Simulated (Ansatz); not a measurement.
# Optical response of C

What colour and refractive index does C have at this level of theory?

Calculated with Ansatz 0.2.0; DFT, PBE, plane-wave PAW, default files, scalar-relativistic, independent-particle optical response without local fields.

**1. The starting structure**

Symmetry: Fd-3m, No. 227, cubic system. Conventional cell: a = 3.567 Å, b = 3.567 Å, c = 3.567 Å, α = 90.00°, β = 90.00°, γ = 90.00°. Nearest to C lie 4 C at 1.54 Å.

Structure file:

```cif
data_structure
_symmetry_space_group_name_H-M 'Fd-3m:1'
_symmetry_Int_Tables_number 227
_cell_length_a 3.5667
_cell_length_b 3.5667
_cell_length_c 3.5667
_cell_angle_alpha 90.000
_cell_angle_beta 90.000
_cell_angle_gamma 90.000
_cell_volume 45.37
loop_
_atom_site_label
_atom_site_type_symbol
_atom_site_symmetry_multiplicity
_atom_site_Wyckoff_symbol
_atom_site_fract_x
_atom_site_fract_y
_atom_site_fract_z
_atom_site_occupancy
C1 C 8 a 0.25000 0.25000 0.25000 1
```

**2. Ground state and bands**

The self-consistent density comes first; it also tells whether there is a gap, which decides the occupations and the need for a Drude term.

This step: DFT, PBE, plane-wave PAW, default files, scalar-relativistic, ground state (Ansatz 0.2.0).

The input, input.yaml:

```yaml
crystal:
  lattice:
    - [0.0, 1.78337, 1.78337]
    - [1.78337, 0.0, 1.78337]
    - [1.78337, 1.78337, 0.0]
  atoms:
    - { symbol: C, position: [0.75, 0.75, 0.75] }
    - { symbol: C, position: [0.5, 0.5, 0.5] }
kpoints:
  mp_grid: { grid: [11, 11, 11] }
  band_path:
    path:
      - [[0.0, 0.0, 0.0], [0.5, 0.0, 0.5], [0.5, 0.25, 0.75], [0.375, 0.375, 0.75], [0.0, 0.0, 0.0], [0.5, 0.5, 0.5], [0.625, 0.25, 0.625], [0.5, 0.25, 0.75], [0.5, 0.5, 0.5], [0.375, 0.375, 0.75]]
      - [[0.625, 0.25, 0.625], [0.5, 0.0, 0.5]]
    npoints: 5
scf:
  occupations: { method: fermi_dirac, width: 0.05 }
  n_extra_bands: 6
hamiltonian:
  xc: pbe
  pseudopotentials: { kind: paw }
output:
  forces: true
  stress: true
  populations: true
  write_bands: true
```

Started as:

```sh
> ansatz run input.yaml --threads 4 --pin off --max-ram 8192MiB --backend cpu --events-out ev --progress --plain --runs-dir out
```

Numbers of over 12 decimals in the logs are rounded to 6 here.

The log of the run:

```text
scf.n_extra_bands = 6 over 4 filled bands (N_el = 8.0): the run solves 10 bands
Engine: ansatz 0.2.0, x86_64-unknown-linux-gnu
Pseudopotentials: kind: paw
Pseudopotential: C, paw, valence charge 4, recommended cutoff 420 eV (normal), C.paw.azcp
Functional definition: PBE
  parameter kappa = 0.804
  parameter beta = 0.066725
  exchange = pbe_x(kappa = kappa, mu = beta*pi^2/3)
  correlation = pbe_c(beta = beta)
Crystal: 2 atoms, lattice volume = 11.344 Å³
Basis set: ecut = 420 eV, 229 PW (Γ), exchange–correlation on 36×36×36 points (8 copies of the dense FFT grid, shifted against one another)
Bands: 10, of which v1, the nominal top of the filled ones, is band 4 counted from 1 (3 counted from 0)
Symmetry: 48 space group operations
Space group: Fd-3m (ITA 227), of the structure as read, at distance tolerance 2.2e-5 Å
k-points: 56 of 1331
Non-local potential: C, projectors of the file, l = 0: 2, l = 1: 2, l = 2: 1
PAW form: soft (Blöchl's): semilocal exchange-correlation on the pseudo side does not see the compensation charge
PAW one-centre angular grid: C, 110 points (default); XC on 64 Gauss nodes
Initial density: superposition of atomic densities (neutral atoms: chi_scale 0, normalization atom), corrected by the library's trained network
Initial wavefunctions: pseudopotential atomic-orbital guess
Functional: x = pbe(κ = 0.804, μ = 0.219515), c = pbe(β = 0.066725)
SCF iter   1: F=—  HF=-501.615361 eV  |F-HF|=—  |Δ(HF+E_count)|=         —  Δρ=1.73e-3  dr2=8.24e-5  ethr=1.77e-3  ⟨swp⟩=4.8  Hψ=3235  notcnv=0  defer=2
preconditioner: auto → none  [insulator: Δε(μ)=4.144 eV  Ē_g=23.214 eV  σ=0.050 eV  W_gap=1.00  n_scr=0 (ndim 8)  ℏωp=31.2 eV  f_vac=0.000  D(μ)=0.00/eV (n_scr^D=0)  ε∞_Penn≈2.8]
SCF iter   2: F=—  HF=-501.615426 eV  |F-HF|=—  |Δ(HF+E_count)|=   6.52e-5  Δρ=9.31e-4  dr2=2.95e-5  ethr=1.03e-6  ⟨swp⟩=2.1  Hψ=1209  notcnv=0  defer=30
SCF iter   3: F=—  HF=-501.615477 eV  |F-HF|=—  |Δ(HF+E_count)|=   5.11e-5  Δρ=2.23e-4  dr2=3.85e-6  ethr=3.68e-7  ⟨swp⟩=2.0  Hψ=678  notcnv=0  defer=30
SCF iter   4: F=—  HF=-501.615476 eV  |F-HF|=—  |Δ(HF+E_count)|=   1.15e-6  Δρ=8.79e-5  dr2=5.97e-7  ethr=4.81e-8  ⟨swp⟩=1.6  Hψ=546  notcnv=0  defer=30
iter 5 did not close the SCF: its close was put off for the readings that it lacked (scf_convergence_deferred on its scf_iter line)
SCF iter   5: F=-501.615476 eV  HF=-501.615476 eV  |F-HF|=4.39e-10  |Δ(HF+E_count)|=   2.03e-7  Δρ=2.23e-6  dr2=1.77e-10  ethr=7.46e-9  ⟨swp⟩=2.4  Hψ=684  notcnv=0  defer=30
SCF iter   6: F=-501.615476 eV  HF=-501.615476 eV  |F-HF|=8.81e-12  |Δ(HF+E_count)|=  4.96e-10  Δρ=4.68e-7  dr2=2.19e-11  ethr=2.22e-12  ⟨swp⟩=3.9  Hψ=2307  notcnv=0
SCF 1 converged in 6 iterations: F = -501.615476 eV  dr2 = 2.19e-11
  greatest PAW one-centre occupation: 0.644 electrons in one spin orbital (limit 2), on the C atom at site 1 (counted from 0), in its partial waves of l = 0
NSCF: frozen V_eff on 52 k-points
SCF converged after 6 iterations
Free energy (F): -501.615476 eV
Harris-Foulkes:  -501.615476 eV  (|F-HF|=8.81e-12)
Internal energy: -501.615476 eV  (E = F + TS)
E sigma→0 (E₀):  -501.615476 eV
Fermi energy:    15.366689 eV
--- Per-component energies (eV) ---
  E_band       = 34.706679
  E_kinetic    = 184.535915
  E_local      = -122.400120  (includes V_loc(G=0)·N_el)
  E_nonlocal   = 53.316545
  E_hartree    = 26.768518
  E_xc         = -97.431391
  E_vxc        = -120.957094  (∫ρ·V_xc dr)
  E_paw        = -198.443597  (= ΣΔE_a)
  E_vpaw       = -13.325661  (= ΣTr[D̂ρ^β])
  E_aug_tail   = 0.000018  (compensation charges beyond the density's cutoff)
  E_ewald      = -347.961363
  E_smearing   = -0.000000  (= −TS)
  E_closure    = 0.000000  (closes the sum)
  Σ components = -501.615476   (vs F -501.615476, Δ=0.00e0)
--- Forces (eV/Å), atoms counted from 1 ---
  atom   1  C      0.00000000    -0.00000000    -0.00000000
  atom   2  C     -0.00000000    -0.00000000    -0.00000000
  max |Σ_I F_I| component: 1.67e-16 eV/Å
--- Stress (GPa, compression-positive) ---
        1.772146       0.000000       0.000000
        0.000000       1.772146      -0.000000
        0.000000       0.000000       1.772146
  P = ⅓ Tr σ = 1.7721 GPa (17.721 kbar)
--- Band table (eV; the first three rows and the last of 56) ---
  k-point 0: bands = ["-8.1626", "13.3165", "13.3165", "13.3165", "18.9104", "18.9104", "18.9104", "26.5945", "32.5704", "39.8360"]
  k-point 1: bands = ["-7.9338", "11.8896", "12.9387", "12.9387", "19.4055", "19.4055", "19.7282", "26.7927", "32.9469", "37.5178"]
  k-point 2: bands = ["-7.2511", "9.0504", "12.1532", "12.1532", "20.4251", "20.4251", "20.8734", "27.3559", "33.6726", "35.9435"]
  k-point 55: bands = ["0.6519", "1.8260", "4.4047", "5.9885", "22.4582", "24.6234", "25.9138", "26.2991", "33.3759", "35.6722"]
--- Löwdin populations: 2 sites ---
  site symbol       q [e]
     0      C      3.9861
     1      C      3.9861
  spilling = 0.003486 (of n_electrons = 8.000000)
```

Elapsed: 0.83 s, on 4 threads of Intel Xeon at 2.50GHz (Skylake/Cascade Lake), shared host; peak memory 0.28 GiB.

In the SCF lines HF is the Harris–Foulkes energy and dr2 the Hartree energy of the density residual, in eV; the loop may stop once dr2 is under the threshold and the program's other checks hold. Hψ counts applications of the Hamiltonian.

Numbers from this step:

```
free energy                  : -501.6155 eV
Fermi energy                 : 15.37 eV
gap by band count            : 4.136 eV
electrons                    : 8
symmetry operations          : 48
pressure                     : 1.772 GPa
gap on the k-mesh            : 4.136 eV
volume                       : 11.34 Å³
gap on the path              : 4.178 eV
least direct gap on the path : 5.594 eV
```

There is a gap, 4.18 eV on the path, so no carriers' term is needed. The cell is left with a pressure of 1.8 GPa, as it stands unrelaxed at this level.

Electronic bands along the path, in eV, zero at the Fermi level; v1 is the highest filled band, c1 the lowest empty one:

```csv
point,v3,v2,v1,c1,c2,c3,c4
Γ,-2.05,-2.05,-2.05,3.54,3.54,3.54,11.23
0.60 of the way,-8.13,-6.94,-6.94,2.19,6.63,11.04,11.04
X,-14.82,-8.36,-8.36,2.72,2.72,14.75,14.75
0.40 of the way,-14.59,-9.06,-9.06,4.12,4.12,13.97,13.97
W,-14.03,-10.38,-10.38,8.57,8.57,10.25,10.25
0.40 of the way,-13.71,-11.00,-9.05,6.08,8.79,11.09,11.82
K,-13.79,-11.37,-7.42,3.63,8.69,12.31,13.56
0.60 of the way,-7.08,-6.24,-3.16,5.20,6.46,6.77,11.67
Γ,-2.05,-2.05,-2.05,3.54,3.54,3.54,11.23
0.40 of the way,-6.93,-3.38,-3.38,5.26,5.26,5.69,12.13
L,-15.43,-4.86,-4.86,6.42,6.42,6.78,13.63
0.40 of the way,-14.93,-6.99,-5.65,5.50,8.04,8.77,13.30
U,-13.79,-11.37,-7.42,3.63,8.69,12.31,13.56
0.60 of the way,-13.71,-11.00,-9.05,6.08,8.79,11.09,11.82
W,-14.03,-10.38,-10.38,8.57,8.57,10.25,10.25
0.60 of the way,-14.77,-7.39,-6.10,6.15,7.11,9.86,13.20
L,-15.43,-4.86,-4.86,6.42,6.42,6.78,13.63
0.60 of the way,-14.35,-8.90,-6.33,4.74,9.61,10.61,12.28
K,-13.79,-11.37,-7.42,3.63,8.69,12.31,13.56
jump to U,-13.79,-11.37,-7.42,3.63,8.69,12.31,13.56
0.60 of the way,-14.65,-9.22,-8.20,2.87,3.99,14.30,14.52
X,-14.82,-8.36,-8.36,2.72,2.72,14.75,14.75
```

The electronic bands as a text plot (rows in eV, shown from -10.1 to 8.1 only):

```
    7.7 |   +         +                     +    + ++  +  +
    7.0 |    ++      +      ++++        ++++         +++++    +
    6.2 |              +    ++++      ++++++        ++++++
    5.5 |           +         ++     +      +             +
    4.7 | ++              ++    +  ++        +  +          +
    4.0 |      ++  +    ++      +  ++         ++            ++ +
    3.2 |+++      +              ++                           +++
    2.4 |   ++++++                                              +
    1.7 |
    0.9 |
    0.2 |
   -0.6 |
   -1.3 |
   -2.1 |*                      ***
   -2.9 | **                  **   **
   -3.6 | **                    *  ***
   -4.4 |                   **        ***
   -5.1 |   *                            ***           ***
   -5.9 |                 **  **            *        ***  *
   -6.6 |    **                      *      ***           ***
   -7.4 |               **    **               *    ***      **
   -8.2 |    *****                              *              **
   -8.9 |         **   *    **               *     *       *   **
   -9.7 |           * *     **                   *  *
         Γ       X    W  K        Γ      L     U  W     L   K|U X
```

**3. Spectrum**

With the density converged, the vertical transitions are summed over the zone.

This step: DFT, PBE, plane-wave PAW, default files, scalar-relativistic, independent-particle optical response without local fields (Ansatz 0.2.0).

input.yaml, the sections that differ from step 2:

```yaml
kpoints:
  mp_grid: { grid: [11, 11, 11] }
scf:
  occupations: { method: fixed }
output:
  optics:
    e_range: [0, 14]
    de: 0.05
    sigma: 0.1
    nscf_kmesh: { grid: [12, 12, 12] }
    bands: { spectra_wanted_up_to: 14 }
# crystal, hamiltonian: as in step 2
```

The log of the run:

```text
[...]
Crystal: 2 atoms, lattice volume = 11.344 Å³
Basis set: ecut = 420 eV, 229 PW (Γ)
Bands: 8, of which v1, the nominal top of the filled ones, is band 4 counted from 1 (3 counted from 0)
Symmetry: 48 space group operations
[...]
k-points: 56 of 1331
[...]
SCF iter   1: F=—  HF=-501.615339 eV  |F-HF|=—  |Δ(HF+E_count)|=         —  Δρ=1.77e-3  dr2=9.64e-5  ethr=1.77e-3  ⟨swp⟩=3.9  Hψ=2647  notcnv=0  defer=88
[...]
SCF iter   7: F=-501.615474 eV  HF=-501.615474 eV  |F-HF|=1.14e-13  |Δ(HF+E_count)|=  2.61e-12  Δρ=6.44e-8  dr2=3.05e-13  ethr=1.00e-12  ⟨swp⟩=3.1  Hψ=1580  notcnv=0
SCF 1 converged in 7 iterations: F = -501.615474 eV  dr2 = 3.05e-13
[...]
NSCF: frozen V_eff on 72 k-points
[...]
output.optics: what the bands over the 10 summed would add to eps1, eps2 and the energy-loss function is held between a lower and an upper bound (5 Lanczos steps). eps1, eps2 and their loss function (loss_summed_bands) are given on every row as the summed bands alone make them. Along an axis, on a row where the two bounds hold the loss function to about 1 % of the greater of itself and 0.5 % of |1/eps|, its cell (loss_completed) is given, with the completed eps1 and eps2 that it is formed of (a cell that is left empty reads nan in the table and null in the record). The two bounds hold it so along every axis on all 281 rows up to 14.000 eV. [rest of the remark cut]
SCF converged after 7 iterations
Free energy (F): -501.615474 eV
[...]
Internal energy: -501.615474 eV  (E = F + TS)
E sigma→0 (E₀):  -501.615474 eV
Fermi energy:    13.316472 eV
[...]
--- Band table (eV; the first three rows and the last of 56) ---
[...]
```

The job ended after 3.7 s (4 threads; peak memory 0.46 GiB).

This step gave:

```
electronic dielectric constant ε∞, mean over x, y and z (by symmetry where fewer were run) : 5.958
absorption onset, first axis (α over 10⁴ cm⁻¹, or the direct gap if that lies higher)      : 5.594 eV
main peak of Im epsilon, first axis                                                        : 11.11 eV
least direct gap on the mesh                                                               : 5.594 eV
bands summed                                                                               : 10
spectra valid up to                                                                        : 21.20 eV
program's estimate of the k-sum error in Im epsilon                                        : 0.19 %
electrons in the f-sum                                                                     : 6.251
```

The Im ε, any direction has structure finer than the step of the table below, so its rows give means over 0.5 eV, whole bins alone (the curve runs from 0 to 14 eV). Peaks (eV: height): 11.10: 33.9.

The Im ε, any direction by photon energy; means over each step:

```csv
photon energy (eV),"Im ε, any direction"
5.0,0
5.5,0.282
6.0,1.85
6.5,2.61
7.0,3.11
7.5,3.54
8.0,4.00
8.5,4.54
9.0,5.23
9.5,6.16
10.0,7.58
10.5,10.4
11.0,24.5
11.5,19.0
12.0,11.9
12.5,8.95
13.0,7.21
13.5,6.20
```

The Re ε, any direction by photon energy:

```csv
photon energy (eV),"Re ε, any direction"
0.0,5.96
0.5,5.97
1.0,6.00
1.5,6.06
2.0,6.15
2.5,6.27
3.0,6.42
3.5,6.62
4.0,6.89
4.5,7.25
5.0,7.78
5.5,8.95
6.0,9.37
6.5,9.08
7.0,8.95
7.5,8.95
8.0,9.07
8.5,9.34
9.0,9.72
9.5,10.3
10.0,11.3
10.5,13.4
11.0,19.0
11.5,-6.20
12.0,-5.54
12.5,-4.81
13.0,-4.15
13.5,-3.54
14.0,-3.22
```

Table of reflectivity at normal incidence, any direction by photon energy; read off at these points:

photon energy (eV), reflectivity at normal incidence, any direction (%) and a bar from the least value:
```
     0.00       17.5 
     0.50       17.6 
     1.00       17.7 
     1.50       17.8 
     2.00       18.1 
     2.50       18.4 #
     3.00       18.8 #
     3.50       19.4 #
     4.00       20.1 ##
     4.50       21.0 ##
     5.00       22.3 ###
     5.50       24.9 #####
     6.00       26.4 ######
     6.50       26.4 ######
     7.00       26.6 ######
     7.50       27.1 ######
     8.00       27.8 #######
     8.50       28.9 ########
     9.00       30.3 #########
     9.50       32.1 ##########
    10.00       34.8 ############
    10.50       39.3 ###############
    11.00       53.5 ########################
    11.30       61.7 ##############################
    11.50       59.6 #############################
    12.00       56.8 ###########################
    12.50       54.7 #########################
    13.00       52.7 ########################
    13.50       50.4 ######################
    14.00       49.1 #####################
```

The loss function −Im 1/ε at q → 0, any direction by energy loss; read off at these points:

```csv
energy loss (eV),"loss function −Im 1/ε at q → 0, any direction"
5.0,0
5.5,5.9e-4
6.0,0.0207
6.5,0.0295
7.0,0.0346
7.5,0.0382
8.0,0.0406
8.5,0.0421
9.0,0.0429
9.5,0.0426
10.0,0.0407
10.5,0.0359
11.0,0.0249
11.5,0.0502
12.0,0.0694
12.5,0.0869
13.0,0.104
13.5,0.122
14.0,0.134
```

The refractive index n and extinction k by photon energy:

```csv
photon energy (eV),n,k
0.0,2.44,0
0.5,2.44,0
1.0,2.45,0
1.5,2.46,0
2.0,2.48,0
2.5,2.50,0
3.0,2.53,0
3.5,2.57,0
4.0,2.62,0
4.5,2.69,0
5.0,2.79,0
5.5,2.99,0.00793
6.0,3.08,0.307
6.5,3.04,0.432
7.0,3.03,0.511
7.5,3.05,0.580
8.0,3.08,0.647
8.5,3.14,0.722
9.0,3.22,0.811
9.5,3.34,0.920
10.0,3.53,1.07
10.5,3.89,1.31
11.0,5.08,2.60
11.5,2.51,3.54
12.0,1.93,3.05
12.5,1.63,2.73
13.0,1.44,2.49
13.5,1.34,2.31
14.0,1.28,2.20
```

From ε follow the optical constants at some laser and lamp lines:

```csv
wavelength (nm),n,k,R (%),1/α
1550,2.45,0.000,17.6,over 1 mm
1064,2.45,0.000,17.7,over 1 mm
633,2.48,0.000,18.1,over 1 mm
450,2.52,0.000,18.6,over 1 mm
405,2.54,0.000,18.9,over 1 mm
308,2.63,0.000,20.1,over 1 mm
248,2.79,0.000,22.3,over 1 mm
```

A film 1 µm thick would pass 69 % of daylight and look colourless, dimmed by reflection in transmission (x = 0.314, y = 0.330).

The f-sum over the summed bands holds 6.3 of the cell's 8 electrons outside the frozen cores, 2 of which lie in bands more than 12 eV below the Fermi level, whose transitions come at higher energies. Up to 14 eV the strength has a mean oscillator energy of 10.6 eV, and these transitions give 80 % of ε∞ − 1 along x; the rest comes from higher ones.

**4. Results**

| Property | Result |
| --- | --- |
| gap on the path | 4.18 eV |
| least direct gap on the path | 5.59 eV |
| electronic dielectric constant ε∞, mean over x, y and z (by symmetry where fewer were run) (independent particles) | 5.96 |
| absorption onset, first axis (α over 10⁴ cm⁻¹, or the direct gap if that lies higher) | 5.59 eV |
| main peak of Im epsilon, first axis | 11.1 eV |

At this level (PBE, independent particles) C has ε∞ = 5.96 and n = 2.45 at 1550 nm; absorption sets in near 5.6 eV, and Im ε peaks at 11.1 eV. The gap is indirect (4.18 eV), so absorption without phonons can begin only at the direct gap of 5.59 eV. Lines 0.1 eV wide carry a tail of absorption under the direct gap, past the threshold already at 5.53 eV. Absorption passes 10⁴ cm⁻¹ from the direct gap on, 5.59 eV, in the ultraviolet, so the visible is passed. The f-sum over the summed bands holds 6.3 of the cell's 8 electrons outside the frozen cores, 2 of which lie in bands more than 12 eV below the Fermi level, whose transitions come at higher energies. Up to 14 eV the strength has a mean oscillator energy of 10.6 eV, and these transitions give 80 % of ε∞ − 1 along x; the rest comes from higher ones. A film 1 µm thick would pass 69 % of daylight and look colourless, dimmed by reflection in transmission (x = 0.314, y = 0.330). Excitons and phonon-assisted transitions are missing, and so are local fields; PBE gaps are as a rule too small, which pulls the onset down and ε∞ up. In the base run ε includes the program's bounded estimate of what the bands above those summed add.

[Logs are printed without paths, hosts, clocks, repeated set-up lines and the standing remarks that a program may print on its own settings, such as how far it seeks lower states.]

[Hosts, paths, dates, database ids (printed as entryN), source tags and the programs' standing remarks are cut or masked in the printed files.]
